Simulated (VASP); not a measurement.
# Sr (Im-3m) in VASP: further runs, part 2 of 2

VASP 6.6.1. The steps go on from the part before.

## Step 4: Phonons, LDA

Input file POSCAR:

```
Sr
1.0
   -2.4350000000      2.4350000000      2.4350000000
    2.4350000000     -2.4350000000      2.4350000000
    2.4350000000      2.4350000000     -2.4350000000
Sr
1
Direct
    0.0000000000      0.0000000000      0.0000000000
```

Input file INCAR.step1:

```
PREC     = Accurate       # precision mode
ENCUT    = 600            # plane-wave cutoff, eV
EDIFF    = 1E-8           # SCF threshold, eV
ISMEAR   = 1              # smearing method
SIGMA    = 0.5            # smearing width, eV
LREAL    = F              # projectors in reciprocal space
LASPH    = T              # aspherical terms in the spheres
NELM     = 60             # most SCF steps
ALGO     = Fast           # electronic algorithm
ISIF     = 3              # what is computed and relaxed
LWAVE    = F              # write WAVECAR
LCHARG   = F              # write CHGCAR
NELMDL   = -12          
IBRION   = 2              # ionic algorithm
NSW      = 40             # ionic steps
EDIFFG   = -0.002         # ionic threshold
```

Input file INCAR.step2:

```
PREC     = Accurate       # precision mode
ENCUT    = 600            # plane-wave cutoff, eV
EDIFF    = 1E-8           # SCF threshold, eV
ISMEAR   = 1              # smearing method
SIGMA    = 0.5            # smearing width, eV
LREAL    = F              # projectors in reciprocal space
LASPH    = T              # aspherical terms in the spheres
NELM     = 60             # most SCF steps
ALGO     = Fast           # electronic algorithm
ISIF     = 2              # what is computed and relaxed
LWAVE    = F              # write WAVECAR
LCHARG   = F              # write CHGCAR
NELMDL   = -12          
IBRION   = 6              # ionic algorithm
NFREE    = 2            
POTIM    = 0.015          # step
NSW      = 1              # ionic steps
```

Input file KPOINTS:

```
regular mesh
0
Gamma
  6 6 6
```

Potentials or basis: VASP PAW LDA potentials, release 64 (Sr_sv).

Run with:

```
$ cat potpaw_LDA.64/Sr_sv/POTCAR > POTCAR
$ cp INCAR.step1 INCAR
$ mpirun -np 1 vasp_std > vasp.out
$ cp CONTCAR POSCAR
$ cp INCAR.step2 INCAR
$ mpirun -np 1 vasp_std > vasp.out
```

OUTCAR:

```text
PREC = Accurate
   ENCUT = 600
   EDIFF = 1E-8
   ISMEAR = 1
   LREAL = F
   LASPH = T
   NELM = 60
   ISIF = 2
   NELMDL = -12
   IBRION = 6
   NFREE = 2
   POTIM = 0.015
   NSW = 1

 ion  position               nearest neighbor table
   1  0.000  0.000  0.000-

  LATTYP: Found a body centered cubic cell.
 ALAT       =     4.5685053807

  Lattice vectors:

 A1 = (  -2.2842526903,   2.2842526903,   2.2842526903)
 A2 = (   2.2842526903,  -2.2842526903,   2.2842526903)
 A3 = (   2.2842526903,   2.2842526903,  -2.2842526903)

Analysis of symmetry for initial positions (statically):
=====================================================================
 Subroutine PRICEL returns:
 Original cell was already a primitive cell.

 Routine SETGRP: Setting up the symmetry group for a
 body centered cubic supercell.

 Subroutine GETGRP returns: Found 48 space group operations
 (whereof 48 operations were pure point group operations)
 out of a pool of 48 trial point group operations.

The static configuration has the point symmetry O_h .

Analysis of symmetry for dynamics (positions and initial velocities):
=====================================================================
 Subroutine PRICEL returns:
 Original cell was already a primitive cell.

 Routine SETGRP: Setting up the symmetry group for a
 body centered cubic supercell.

 Subroutine GETGRP returns: Found 48 space group operations
 (whereof 48 operations were pure point group operations)
 out of a pool of 48 trial point group operations.

The dynamic configuration has the point symmetry O_h .

 Subroutine INISYM returns: Found 48 space group operations
 (whereof 48 operations are pure point group operations),
[... 139 lines left out ...]

  FORCE on cell =-STRESS in cart. coord.  units (eV):
  Direction    XX          YY          ZZ          XY          YZ          ZX
  --------------------------------------------------------------------------------------
  -------------------------------------------------------------------------------------
  Total        0.0000268      0.0000268      0.0000268      0.0000000     -0.0000000      0.0000000
  in kB        0.0009020      0.0009020      0.0009020      0.0000000     -0.0000000      0.0000000
  external PRESSURE =       0.0009020 kB  Pullay stress =       0.0000000 kB
[... 57 lines left out ...]
--------------------------------------- Ionic step        3  -------------------------------------------

 number of electron      10.0000000 magnetization

 Free energy of the ion-electron system (eV)
  ---------------------------------------------------
  ext. energy  EPLUGINS =         0.00000000
  ---------------------------------------------------
  free energy    TOTEN  =        -1.88806743 eV

  energy without entropy =       -1.90123925  energy(sigma->0) =       -1.89245804

 E-fermi :   1.9205     XC(G=0):  -8.0171

 val. band max:        1.7923173906   @ k =   0.3333   0.1667   0.1667
 cond. band min:       2.0809815971   @ k =   0.3333   0.3333   0.0000
 fundamental gap:      0.2886642065
 Fermi energy:         1.9204604976

 k-point     1 :       0.0000    0.0000    0.0000
  band No.  band energies     occupation
      1     -34.2632      2.00000
      2     -16.2058      2.00000
      3     -16.2058      2.00000
      4     -16.2058      2.00000
      5      -1.9360      2.00000
      6       4.3542     -0.00000
      7       4.3542     -0.00000
      8       4.3542     -0.00000
      9       5.8900     -0.00000
[... 206 lines left out ...]
  FREE ENERGIE OF THE ION-ELECTRON SYSTEM (eV)
  ---------------------------------------------------
  free  energy   TOTEN  =        -1.8880674342 eV

  energy  without entropy=       -1.9012392457  energy(sigma->0) =       -1.89245804

 INTERNAL STRAIN TENSORS FROM DISPLACED ATOMS
 ============================================

 INTERNAL STRAIN TENSOR FOR ION    1 for displacements in x,y,z  (eV/Angst):
          X           Y           Z          XY          YZ          ZX
  --------------------------------------------------------------------------------
  x     0.00000     0.00000     0.00000     0.00000     0.00000     0.00000
  y     0.00000     0.00000     0.00000     0.00000     0.00000     0.00000
  z     0.00000     0.00000     0.00000     0.00000     0.00000     0.00000

 Eigenvectors and eigenvalues of the dynamical matrix
 ----------------------------------------------------

   1 f/i=    0.000000 THz     0.000000 2PiTHz    0.000000 cm-1     0.000000 meV
             X         Y         Z           dx          dy          dz
      0.000000  0.000000  0.000000     0.447214   -0.894427    0.000000

   2 f/i=    0.000000 THz     0.000000 2PiTHz    0.000000 cm-1     0.000000 meV
             X         Y         Z           dx          dy          dz
      0.000000  0.000000  0.000000    -0.894427   -0.447214    0.000000

   3 f/i=    0.000000 THz     0.000000 2PiTHz    0.000000 cm-1     0.000000 meV
             X         Y         Z           dx          dy          dz
      0.000000  0.000000  0.000000     0.000000    0.000000    1.000000

 ELASTIC MODULI CONTR FROM IONIC RELAXATION (kBar)
 Direction    XX          YY          ZZ          XY          YZ          ZX
 --------------------------------------------------------------------------------
 XX           0.0000      0.0000      0.0000      0.0000      0.0000      0.0000
 YY           0.0000      0.0000      0.0000      0.0000      0.0000      0.0000
 ZZ           0.0000      0.0000      0.0000      0.0000      0.0000      0.0000
 XY           0.0000      0.0000      0.0000      0.0000      0.0000      0.0000
 YZ           0.0000      0.0000      0.0000      0.0000      0.0000      0.0000
 ZX           0.0000      0.0000      0.0000      0.0000      0.0000      0.0000
 --------------------------------------------------------------------------------
```

OUTCAR.step1:

```text
PREC = Accurate
   ENCUT = 600
   EDIFF = 1E-8
   ISMEAR = 1
   LREAL = F
   LASPH = T
   NELM = 60
   ISIF = 3
   NELMDL = -12
   IBRION = 2
   NSW = 40
   EDIFFG = -0.002

[... 373 lines left out ...]

 k-point     1 :       0.0000    0.0000    0.0000
  band No.  band energies     occupation
      1     -34.2633      2.00000
      2     -16.2060      2.00000
      3     -16.2060      2.00000
      4     -16.2060      2.00000
      5      -1.9359      2.00000
      6       4.3542     -0.00000
      7       4.3542     -0.00000
      8       4.3542     -0.00000
      9       5.8900     -0.00000
[... 206 lines left out ...]
  FREE ENERGIE OF THE ION-ELECTRON SYSTEM (eV)
  ---------------------------------------------------
  free  energy   TOTEN  =        -1.8883732163 eV

  energy  without entropy=       -1.9015453275  energy(sigma->0) =       -1.89276392

 reached required accuracy - stopping structural energy minimisation
```

OSZICAR.step1:

```text
N       E                     dE             d eps       ncg     rms          rms(c)
DAV:   1     0.426706153796E+02    0.42671E+02   -0.50718E+03   288   0.106E+03
DAV:   2     0.447238601617E+00   -0.42223E+02   -0.41718E+02   307   0.177E+02
DAV:   3    -0.174921951178E+01   -0.21965E+01   -0.21784E+01   439   0.312E+01
[... 184 lines left out ...]
RMM:   5    -0.188837251731E+01   -0.94789E-06   -0.59445E-06   357   0.116E-02    0.411E-03
RMM:   6    -0.188837307503E+01   -0.55772E-06   -0.83049E-07   349   0.683E-03    0.528E-03
RMM:   7    -0.188837319131E+01   -0.11628E-06   -0.18187E-06   369   0.693E-03    0.167E-03
RMM:   8    -0.188837321192E+01   -0.20606E-07   -0.16813E-07   272   0.246E-03    0.837E-04
RMM:   9    -0.188837321625E+01   -0.43320E-08   -0.49263E-08   243   0.158E-03
  18 F= -.18883732E+01 E0= -.18927639E+01  d E =-.122083E-04
```

Wall time 2 min (1 thread of Intel Xeon Platinum 8375C at 2.90GHz (Ice Lake), shared host); peak memory 0.18 GiB.

The run converged, but some of its settings lie outside the range that counts as converged, so its numbers aren't taken as properties of the crystal.

What came out:

```yaml
Relaxed_volume: 47.68 Å³/atom
Relaxed_cell: a = 3.956 Å, b = 3.956 Å, c = 3.956 Å, α = 109.47°, β = 109.47°, γ = 109.47°
Space_group_after_relaxing_to_0.05_Å: Im-3m (No. 229)
```

Caveat: the volume moved by over 15 % at a fixed basis, so the end points are rough.

## Step 5: Band structure, vdW-DF (cell strained at random at fixed volume)

Input file run.py:

```python
from ase.calculators.vasp import Vasp
from ase.dft.bandgap import bandgap
from ase.io import read

atoms = read('POSCAR')
calc = Vasp(
    directory='calc',
    xc='vdw-df',
    pp='PBE',
    setups='materialsproject',
    prec='Accurate',
    encut=520,
    ediff=1e-06,
    ismear=1,
    sigma=0.1,
    lreal=False,
    lasph=True,
    nelm=80,
    algo='Normal',
    isif=2,
    lwave=False,
    lcharg=True,
    kpts=[8, 8, 8],
    gamma=True,
    nbands=11,
    nelect=11.0,
)
atoms.calc = calc

print('energy (eV):', atoms.get_potential_energy())
print('free energy (eV):', atoms.get_potential_energy(force_consistent=True))
efermi = calc.get_fermi_level()
print('Fermi level (eV):', efermi)
path = atoms.cell.bandpath(npoints=60, eps=1e-4)
print('path:', path.path)
calc.set(kpts=path.kpts, reciprocal=True, icharg=11, isym=0, lcharg=False)
calc.calculate(atoms)
print('gap on the path (eV):', bandgap(calc, efermi=efermi)[0])
print('direct gap on the path (eV):', bandgap(calc, efermi=efermi, direct=True)[0])
```

Input file POSCAR:

```
Sr
1.0
   -2.4279660000      2.4933550000      2.3766460000
    2.5317210000     -2.4383570000      2.4254040000
    2.3882250000      2.3986170000     -2.3216480000
Sr
1
Direct
   -0.0404700000     -0.0365030000     -0.0317510000
```

Potentials or basis: VASP PAW PBE potentials, release 64 (Sr_sv).

Run with:

```
$ python run.py
```

It took 3.2 min on 1 thread of AMD EPYC 7R43 (Zen 3), shared host; peak memory 0.36 GiB.

These settings aren't checked as converged (typed here: NELECT = 11.000000): the numbers below hold their error.

Results:

```
Band gap along the path : none (metal or under the smearing width)
```

Caveat: the cell is charged against a uniform background, so pressure and absolute levels hang on convention; the log is that of the step along the path at fixed density, whose energy, stress, charges and moments have no meaning; the PAW data sets were made with another functional, which shifts forces and pressure a little.

## Step 6: For comparison

An earlier run on the cell as given: functional PBE; potentials or basis VASP PAW PBE potentials, release 64 (Sr_sv); cutoff 520 eV; k mesh 8 × 8 × 8; occupations fermi-dirac, width 0.05 eV; no spin polarisation.

- Pressure: -0.7 GPa
- Band gap on the k mesh: none (metal or under the smearing width)

## Step 7: Overview

```tsv
task	level	cell	cutoff (eV)	smearing	gap on the mesh (eV)	pressure (GPa)
density of states	rev-vdW-DF2	volume scaled by 0.92	500	methfessel-paxton 0.1 eV	none	-0.4
band structure	PW91+D4	as given	520	methfessel-paxton 0.1 eV	-	-
single point	PBE	as given	520	fermi-dirac 0.05 eV	none	-0.7
```

Alike in all rows: potentials or basis VASP PAW PBE potentials, release 64 (Sr_sv); no spin polarisation; k mesh 8 × 8 × 8.

Caveats: the PAW data sets were made with another functional, which shifts forces and pressure a little (some runs); pairwise dispersion overbinds metals, which lowers pressure and volume (some runs).

Absolute energies hang on the potentials; compare differences alone.
